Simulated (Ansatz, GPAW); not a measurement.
# benzoquinonedithiol between two Pd chains: relaxation, then transmission at several levels, part 2 of 3

Wanted: T(E) of benzoquinonedithiol between two Pd chains at a relaxed geometry in two programs, beside the unrelaxed structure.

GPAW 26.7.0 and Ansatz 0.2.0; Ansatz plane waves; relaxation of the junction with the lead ends held (the session's first sound run).

So far, transmission at the Fermi level (one spin): step 3 (plane-wave reference (PBE)) 0.396.

### Step 4. Double-zeta polarised basis

Localised orbitals split the wire into layers that couple to their neighbours alone, which is what the Green's function method needs; double zeta with polarisation is the usual level for numbers.

This step: GPAW LCAO, PAW setups; Landauer transmission from Green's functions with principal layers (ASE), zero bias (GPAW 26.7.0).

run.py reads:

```python
import json
import numpy as np
from ase import Atoms
from ase.transport.calculators import TransportCalculator
from gpaw import GPAW, FermiDirac
from gpaw.lcao.tools import get_lcao_hamiltonian
from scipy.linalg import eigh

# The junction with lead layers at both ends, along the third cell vector
device = Atoms(
    ['Pd', 'Pd', 'Pd', 'Pd', 'Pd', 'Pd', 'Pd', 'Pd', 'S', 'H', 'C', 'C', 'C', 'O', 'O', 'C', 'C', 'C', 'H', 'S', 'Pd', 'Pd', 'Pd', 'Pd', 'Pd', 'Pd', 'Pd', 'Pd'],
    positions=[
        [5.91550, 4.50000, 1.25000],
        [5.91550, 4.50000, 3.75000],
        [5.91550, 4.50000, 6.25000],
        [5.91550, 4.50000, 8.75000],
        [5.91550, 4.50000, 11.25000],
        [5.91550, 4.50000, 13.75000],
        [5.64846, 4.49624, 16.28460],
        [6.52209, 4.51066, 18.76762],
        [4.97779, 4.49739, 20.37116],
        [7.73458, 4.51345, 21.70371],
        [5.60166, 4.50017, 21.99678],
        [6.90697, 4.50811, 22.41527],
        [4.51410, 4.49110, 23.05986],
        [3.32314, 4.48147, 22.75124],
        [8.50694, 4.51457, 24.13547],
        [7.31580, 4.50843, 23.82549],
        [4.92378, 4.49560, 24.47085],
        [6.22893, 4.50421, 24.88811],
        [4.09575, 4.49038, 25.18197],
        [6.85449, 4.50926, 26.51423],
        [5.31146, 4.51061, 28.11896],
        [6.18209, 4.49245, 30.60268],
        [5.91550, 4.50000, 33.13731],
        [5.91550, 4.50000, 35.63731],
        [5.91550, 4.50000, 38.13731],
        [5.91550, 4.50000, 40.63731],
        [5.91550, 4.50000, 43.13731],
        [5.91550, 4.50000, 45.63731]],
    cell=[[11.831, 0.0, 0.0], [0.0, 9.0, 0.0], [0.0, 0.0, 46.88731]],
    pbc=True)

# One principal layer of the lead: the first 5 atoms of the device
lead = Atoms(
    ['Pd', 'Pd', 'Pd', 'Pd', 'Pd'],
    positions=[
        [5.91550, 4.50000, 1.25000],
        [5.91550, 4.50000, 3.75000],
        [5.91550, 4.50000, 6.25000],
        [5.91550, 4.50000, 8.75000],
        [5.91550, 4.50000, 11.25000]],
    cell=[[11.831, 0.0, 0.0], [0.0, 9.0, 0.0], [0.0, 0.0, 12.5]],
    pbc=True)

settings = dict(mode='lcao', basis='dzp', xc='PBE', h=0.18,
                occupations=FermiDirac(0.1), maxiter=250,
                mixer=dict(beta=0.1, nmaxold=8, weight=100.0),
                convergence=dict(density=0.0001))
energies = np.arange(-2, 2 + 1e-9, 0.025)
eta = 0.0001
n1, n2 = 1, 1
# k and -k transmit alike, so half of the mesh across the current serves
mesh = [(i, j) for i in range(n1) for j in range(n2) if (i, j) <= (-i % n1, -j % n2)]
weights = np.array([1 if (i, j) == (-i % n1, -j % n2) else 2 for i, j in mesh]) / (n1 * n2)

# [... helper functions left out ...]
fermi_lead = ground_state(lead, (1, 1, 9), 'lead.txt')
fermi_device = ground_state(device, (1, 1, 2), 'device.txt')
# [... loop over the mesh left out, but for ...]
        # Shift the lead onto the potential of the device's first layer
        shift = ((H[:, 0, 0] - H0[:, 0, 0]) / S0[0, 0]).real.mean()
# [...]
kT = 8.617333e-5 * 300
bias = [0.1, 0.2, 0.5, 1.0, 1.5, 2.0]
# [... integrals and printing left out ...]
```

Launch:

```bash
$ OMP_NUM_THREADS=1 OPENBLAS_NUM_THREADS=1 python run.py
```

It took 20 min on 1 thread of Arm Neoverse N1, shared host; peak memory 3.1 GiB.

Numbers from this step:

| Item | Value |
| --- | --- |
| conductance | 0.3988 G₀ |
| largest coupling past the next principal layer | 1.07e-4 eV |
| largest misfit of the first principal layer | 0.03906 eV |
| shift that aligns the lead | -0.001537 eV |
| basis functions of the junction | 572 |
| basis functions of a principal layer | 135 |
| transmission at the Fermi level (one spin) | 0.3229 |

One spin. The transmission, zone mean by energy, zero at the Fermi level:

| energy (eV) | transmission, zone mean |
| --- | --- |
| -2.000 | 0.00709 |
| -1.850 | 0.980 |
| -1.800 | 0.787 |
| -1.750 | 1.02 |
| -1.600 | 0.170 |
| -1.400 | 0.190 |
| -1.200 | 0.288 |
| -1.000 | 0.111 |
| -0.800 | 0.0813 |
| -0.650 | 0.943 |
| -0.600 | 0.355 |
| -0.400 | 0.210 |
| -0.300 | 1.67 |
| -0.200 | 0.623 |
| -0.050 | 0.945 |
| 0.000 | 0.323 |
| 0.200 | 0.00596 |
| 0.400 | 0.00279 |
| 0.600 | 0.00169 |
| 0.800 | 0.00105 |
| 1.000 | 6.2e-4 |
| 1.200 | 3.2e-4 |
| 1.400 | 1.1e-4 |
| 1.600 | 7.1e-6 |
| 1.800 | 4.4e-5 |
| 2.000 | 3.3e-4 |

Crossings of the lead's bands, unfolded to its shortest repeat. The open channels, zone mean by energy, zero at the Fermi level:

| energy (eV) | open channels, zone mean |
| --- | --- |
| -2.000 | 3 |
| -1.800 | 3 |
| -1.600 | 3 |
| -1.400 | 3 |
| -1.200 | 3 |
| -1.000 | 5 |
| -0.800 | 5 |
| -0.600 | 5 |
| -0.400 | 4 |
| -0.200 | 4 |
| 0.000 | 4 |
| 0.200 | 1 |
| 0.400 | 1 |
| 0.600 | 1 |
| 0.800 | 1 |
| 1.000 | 1 |
| 1.200 | 1 |
| 1.400 | 1 |
| 1.600 | 1 |
| 1.800 | 1 |
| 2.000 | 1 |

Not self-consistent under bias; the bias window is split evenly. Current through one cell, from the zero-bias transmission against bias:

| bias (V) | current through one cell, from the zero-bias transmission (μA) |
| --- | --- |
| 0.100 | 3.04 |
| 0.200 | 5.62 |
| 0.500 | 13.7 |
| 1.000 | 26.6 |
| 1.500 | 33.6 |
| 2.000 | 35.9 |

Table of transmission of the three most open eigenchannels by energy, zero at the Fermi level:

| energy (eV) | channel 1 | channel 2 | channel 3 |
| --- | --- | --- | --- |
| -2.000 | 0.00672 | 2.9e-4 | 7.7e-5 |
| -1.900 | 0.0568 | 0.0107 | 1.1e-4 |
| -1.800 | 0.770 | 0.0172 | 1.6e-4 |
| -1.700 | 0.541 | 0.0285 | 2.1e-4 |
| -1.600 | 0.120 | 0.0493 | 2.8e-4 |
| -1.500 | 0.0888 | 0.0571 | 3.5e-4 |
| -1.400 | 0.157 | 0.0324 | 4.3e-4 |
| -1.300 | 0.244 | 0.0161 | 5.0e-4 |
| -1.200 | 0.281 | 0.00663 | 5.4e-4 |
| -1.100 | 0.221 | 0.00242 | 4.9e-4 |
| -1.000 | 0.110 | 9.1e-4 | 2.8e-4 |
| -0.900 | 0.0222 | 0.00174 | 7.4e-4 |
| -0.800 | 0.0723 | 0.00708 | 0.00148 |
| -0.700 | 0.130 | 0.0212 | 0.00758 |
| -0.600 | 0.261 | 0.0816 | 0.0120 |
| -0.500 | 0.536 | 0.0331 | 0.0132 |
| -0.400 | 0.108 | 0.0977 | 0.00390 |
| -0.300 | 0.955 | 0.702 | 0.00856 |
| -0.200 | 0.312 | 0.294 | 0.0166 |
| -0.100 | 0.399 | 0.0223 | 0.0214 |
| 0.000 | 0.300 | 0.0198 | 0.00302 |
| 0.100 | 0.0147 | 0.00359 | 2.6e-4 |
| 0.200 | 0.00596 | 3.1e-11 | 0 |
| 0.300 | 0.00382 | 3.1e-11 | 0 |
| 0.400 | 0.00279 | 3.1e-11 | 0 |
| 0.500 | 0.00215 | 3.1e-11 | 0 |
| 0.600 | 0.00169 | 3.1e-11 | 0 |
| 0.700 | 0.00134 | 3.1e-11 | 0 |
| 0.800 | 0.00105 | 3.0e-11 | 0 |
| 0.900 | 8.2e-4 | 3.0e-11 | 0 |
| 1.000 | 6.2e-4 | 3.0e-11 | 0 |
| 1.100 | 4.5e-4 | 3.0e-11 | 0 |
| 1.200 | 3.2e-4 | 3.0e-11 | 0 |
| 1.300 | 2.0e-4 | 3.1e-11 | 0 |
| 1.400 | 1.1e-4 | 3.4e-11 | 0 |
| 1.500 | 4.6e-5 | 4.1e-11 | 0 |
| 1.600 | 7.1e-6 | 8.7e-11 | 0 |
| 1.700 | 3.1e-6 | 1.5e-11 | 0 |
| 1.800 | 4.4e-5 | 3.6e-12 | 0 |
| 1.900 | 1.4e-4 | 6.7e-12 | 0 |
| 2.000 | 3.3e-4 | 7.5e-12 | 0 |

At the Fermi level T is 0.323 against 0.396 in plane waves. Couplings past the next layer reach 1.1e-4 eV, small enough to drop; the matrix elements of the cell's first layer differ from the bulk lead's by up to 0.039 eV. That layer keeps its own values in the calculation, and only beyond it is the lead taken as perfect. The Fermi levels of lead and junction count from different zeros of potential, one for each periodic cell; with both set to zero, the small remaining shift is what aligns them. By hand: G = 0.3988 × 77.48 μS = 30.9 μS, a resistance of 32.4 kΩ; at 0.1 V a linear junction would pass 3.09 μA, and the integral over the bias window gives 3.04 μA.

### Step 5. GPAW, szp: basis = "szp(dzp)"

One radial function a shell plus polarisation makes the matrices smaller; the question is what that costs.

Edit run.py of step 4 so:

```diff
@@ -55,3 +55,3 @@
 
-settings = dict(mode='lcao', basis='dzp', xc='PBE', h=0.18,
+settings = dict(mode='lcao', basis='szp(dzp)', xc='PBE', h=0.18,
                 occupations=FermiDirac(0.1), maxiter=250,
```

Run time: 13 min. Hardware: 1 thread; peak memory 2.9 GiB.

Numbers from this step:

```
conductance                                    : 0.2256 G₀
largest coupling past the next principal layer : 1.09e-4 eV
largest misfit of the first principal layer    : 0.06094 eV
shift that aligns the lead                     : 3.95e-4 eV
basis functions of the junction                : 338
basis functions of a principal layer           : 75
transmission at the Fermi level (one spin)     : 0.08573
```

The conductance, 0.226 G₀, lies 43 % below that of the dzp run.

### Step 6. Minimal basis

One function for each valence shell of the setup, as for a first survey of a large system.

Edit run.py of step 5 so:

```diff
@@ -55,3 +55,3 @@
 
-settings = dict(mode='lcao', basis='szp(dzp)', xc='PBE', h=0.18,
+settings = dict(mode='lcao', basis='sz(dzp)', xc='PBE', h=0.18,
                 occupations=FermiDirac(0.1), maxiter=250,
```

Wall time 10 min (1 thread); peak memory 2.8 GiB.

Numbers from this step:

* conductance: 0.09591 G₀
* largest coupling past the next principal layer: 1.08e-4 eV
* largest misfit of the first principal layer: 0.03666 eV
* shift that aligns the lead: 3.96e-5 eV
* basis functions of the junction: 234
* basis functions of a principal layer: 60
* transmission at the Fermi level (one spin): 0.03383

One spin. The transmission, zone mean by energy, zero at the Fermi level:

energy (eV), log10 transmission, zone mean and a bar from the least value:
```
   -2.000       -2.1 ###################
   -1.900        0.0 #############################
   -1.800       -0.8 #########################
   -1.700       -1.3 #######################
   -1.600       -1.3 #######################
   -1.500       -1.2 #######################
   -1.400       -1.0 ########################
   -1.300       -0.9 #########################
   -1.200       -0.8 #########################
   -1.100       -1.0 #########################
   -1.000       -1.5 ######################
   -0.900       -2.1 ###################
   -0.800       -2.0 ###################
   -0.725        0.0 #############################
   -0.700       -0.9 #########################
   -0.600       -0.7 ##########################
   -0.575       -0.5 ###########################
   -0.500       -1.4 ######################
   -0.400       -0.9 #########################
   -0.300        0.1 ##############################
   -0.275        0.1 ##############################
   -0.200        0.0 #############################
   -0.100        0.0 ##############################
    0.000       -1.5 ######################
    0.100       -2.3 ##################
    0.200       -2.6 ################
    0.300       -2.9 ###############
    0.400       -3.0 ##############
    0.500       -3.1 #############
    0.600       -3.2 #############
    0.700       -3.4 ############
    0.800       -3.5 ############
    0.900       -3.6 ###########
    1.000       -3.8 ##########
    1.100       -4.0 #########
    1.200       -4.3 #######
    1.300       -4.7 #####
    1.400       -5.8 
    1.500       -5.5 #
    1.600       -4.6 ######
    1.700       -4.2 ########
    1.800       -3.9 ##########
    1.900       -3.6 ###########
    2.000       -3.4 ############
```

The conductance, 0.0959 G₀, lies 76 % below that of the dzp run.

### Step 7. RPBE in the dzp basis: xc = "RPBE"

Back in the dzp basis, the functional changes from PBE to RPBE, to set the spread between functionals beside that between bases.

Edit run.py of step 6 so:

```diff
@@ -55,3 +55,3 @@
 
-settings = dict(mode='lcao', basis='sz(dzp)', xc='PBE', h=0.18,
+settings = dict(mode='lcao', basis='dzp', xc='RPBE', h=0.18,
                 occupations=FermiDirac(0.1), maxiter=250,
```

It took 19 min on 1 thread; peak memory 3.1 GiB.

This step gave:

| Item | Value |
| --- | --- |
| conductance | 0.3770 G₀ |
| largest coupling past the next principal layer | 1.02e-4 eV |
| largest misfit of the first principal layer | 0.05045 eV |
| shift that aligns the lead | -0.002669 eV |
| basis functions of the junction | 572 |
| basis functions of a principal layer | 135 |
| transmission at the Fermi level (one spin) | 0.2776 |

One spin. The transmission, zone mean by energy, zero at the Fermi level:

| energy (eV) | transmission, zone mean |
| --- | --- |
| -2.000 | 0.00719 |
| -1.800 | 0.801 |
| -1.750 | 1.02 |
| -1.600 | 0.163 |
| -1.400 | 0.189 |
| -1.200 | 0.276 |
| -1.000 | 0.0958 |
| -0.800 | 0.0832 |
| -0.650 | 0.957 |
| -0.600 | 0.304 |
| -0.500 | 0.939 |
| -0.400 | 0.214 |
| -0.300 | 1.64 |
| -0.200 | 0.598 |
| -0.050 | 0.990 |
| 0.000 | 0.278 |
| 0.200 | 0.00582 |
| 0.400 | 0.00262 |
| 0.600 | 0.00158 |
| 0.800 | 9.8e-4 |
| 1.000 | 5.7e-4 |
| 1.200 | 2.8e-4 |
| 1.400 | 9.4e-5 |
| 1.600 | 3.2e-6 |
| 1.800 | 5.7e-5 |
| 2.000 | 3.7e-4 |

The conductance, 0.377 G₀, lies 5.5 % below that of the dzp run.

### Step 8. The structure as built: geometry = "as built"

The dzp basis with PBE on the structure as first built shows what the relaxation was worth.

Edit run.py of step 7 so:

```diff
@@ -18,18 +18,18 @@
         [5.91550, 4.50000, 13.75000],
-        [5.64846, 4.49624, 16.28460],
-        [6.52209, 4.51066, 18.76762],
-        [4.97779, 4.49739, 20.37116],
-        [7.73458, 4.51345, 21.70371],
-        [5.60166, 4.50017, 21.99678],
-        [6.90697, 4.50811, 22.41527],
-        [4.51410, 4.49110, 23.05986],
-        [3.32314, 4.48147, 22.75124],
-        [8.50694, 4.51457, 24.13547],
-        [7.31580, 4.50843, 23.82549],
-        [4.92378, 4.49560, 24.47085],
-        [6.22893, 4.50421, 24.88811],
-        [4.09575, 4.49038, 25.18197],
-        [6.85449, 4.50926, 26.51423],
-        [5.31146, 4.51061, 28.11896],
-        [6.18209, 4.49245, 30.60268],
+        [5.91550, 4.50000, 16.25000],
+        [5.91550, 4.50000, 18.75000],
+        [4.45500, 4.49999, 20.62918],
+        [7.26772, 4.49999, 21.33231],
+        [5.29726, 4.49999, 22.14342],
+        [6.63184, 4.49999, 22.21054],
+        [4.47539, 4.49999, 23.38902],
+        [3.25000, 4.49999, 23.40099],
+        [8.58100, 4.49999, 23.48632],
+        [7.35562, 4.49999, 23.49828],
+        [5.19917, 4.49999, 24.67677],
+        [6.53375, 4.50000, 24.74389],
+        [4.56328, 4.50000, 25.55500],
+        [7.37601, 4.50000, 26.25813],
+        [5.91550, 4.50000, 28.13731],
+        [5.91550, 4.50000, 30.63731],
         [5.91550, 4.50000, 33.13731],
@@ -55,3 +55,3 @@
 
-settings = dict(mode='lcao', basis='dzp', xc='RPBE', h=0.18,
+settings = dict(mode='lcao', basis='dzp', xc='PBE', h=0.18,
                 occupations=FermiDirac(0.1), maxiter=250,
```

The job ended after 14 min (1 thread; peak memory 3.1 GiB).

This step gave:

```yaml
conductance: 0.7154 G₀
largest_coupling_past_the_next_principal_layer: 1.07e-4 eV
largest_misfit_of_the_first_principal_layer: 0.03630 eV
shift_that_aligns_the_lead: -0.001172 eV
transmission_at_the_fermi_level_one_spin: 0.7478
```

One spin. Transmission, zone mean against energy, zero at the Fermi level:

energy (eV), transmission, zone mean and a bar:
```
   -2.000       0.01 
   -1.900       0.02 
   -1.800       0.03 #
   -1.700       0.07 ##
   -1.600       0.15 ####
   -1.500       0.30 #######
   -1.400       0.47 ############
   -1.325       0.53 #############
   -1.300       0.53 #############
   -1.200       0.41 ##########
   -1.100       0.28 #######
   -1.050       0.50 #############
   -1.000       0.22 #####
   -0.900       0.34 #########
   -0.850       1.21 ##############################
   -0.800       0.78 ###################
   -0.700       0.40 ##########
   -0.600       1.04 ##########################
   -0.500       0.39 ##########
   -0.400       1.14 ############################
   -0.375       1.17 #############################
   -0.300       1.15 ############################
   -0.200       1.12 ############################
   -0.100       1.03 ##########################
    0.000       0.75 ###################
    0.100       0.21 #####
    0.200       0.03 #
    0.300       0.01 
    0.400       0.00 
    0.500       0.00 
    0.600       0.00 
    0.700       0.00 
    0.800       0.00 
    0.900       0.00 
    1.000       0.00 
    1.100       0.00 
    1.200       0.00 
    1.300       0.00 
    1.400       0.00 
    1.500       0.00 
    1.600       0.00 
    1.700       0.00 
    1.800       0.00 
    1.900       0.00 
    2.000       0.00
```

The conductance, 0.715 G₀, lies 79 % above that of the dzp run.

### Step 9. All levels side by side

Times are wall times on the hardware named with each run. Results by setting:

| no. | run | conductance (G₀) | time | memory (GiB) |
| --- | --- | --- | --- | --- |
| 1 | pw PBE | 0.4518 | 3.2 h | 6.5 |
| 2 | dzp | 0.3988 | 20 min | 3.1 |
| 3 | szp | 0.2256 | 13 min | 2.9 |
| 4 | sz | 0.09591 | 10 min | 2.8 |
| 5 | dzp RPBE | 0.3770 | 19 min | 3.1 |
| 6 | asbuilt | 0.7154 | 14 min | 3.1 |

### Step 10. The levels side by side

The curves are compared point by point over the common energies.

This step: comparison of transmission and cost over codes, levels and geometry (GPAW 26.7.0).

Ladder, by row:

| step | code | T at the Fermi level (sum over the listed spins) | conductance (G0) | r.m.s. T(E) from the first | wall time (s) | peak memory (GiB) | threads |
| --- | --- | --- | --- | --- | --- | --- | --- |
| pw-pbe | Ansatz | 0.396 | 0.4518 | 0 | 11627 | 6.468 | 4 |
| dzp | GPAW | 0.3229 | 0.3988 | 0.151 | 1182 | 3.06 | 1 |
| szp | GPAW | 0.08573 | 0.2256 | 0.2153 | 769.8 | 2.92 | 1 |
| sz | GPAW | 0.03383 | 0.09591 | 0.2689 | 618 | 2.79 | 1 |
| dzp-RPBE | GPAW | 0.2776 | 0.377 | 0.16 | 1133 | 3.06 | 1 |
| asbuilt | GPAW | 0.7478 | 0.7154 | 0.3202 | 859.1 | 3.06 | 1 |

[end of part 2 of 3]

[Logs are printed without paths, hosts, clocks, repeated set-up lines and the standing remarks that a program may print on its own settings, such as how far it seeks lower states.]

[Hosts, paths, dates, database ids (printed as entryN), source tags and the programs' standing remarks are cut or masked in the printed files.]
